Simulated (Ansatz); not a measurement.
The parent structure is ZnTe in the zinc blende structure (space group F-43m, No. 216; a = 6.113 Å). Axes: x, y, z lie along the cube axes.

The values are results of r2SCAN (Ansatz, a program for electronic structure; PAW; 500 eV plane waves; scalar-relativistic without spin-orbit coupling), not measurements.

Before the change:

The band gap comes out as 1.79 eV.

Modification: a pure shear with ε_xy = ε_yx = -0.0156, atoms relaxed at fixed cell.

Task: How does this affect the stress, energy relative to the base and band gap?

Result: The stress (xx, yy, zz, yz, xz, xy; compression positive) is (0.03, 0.03, 0.00, 0.00, 0.00, 1.05) GPa; the energy rises by 2.9 meV/atom; the band gap falls by 0.12 eV, from 1.79 eV to 1.67 eV.

Spin-orbit coupling, missing from the scalar runs, can matter with Te. The cells carry an imposed strain or load. No phonon test of stability was made.
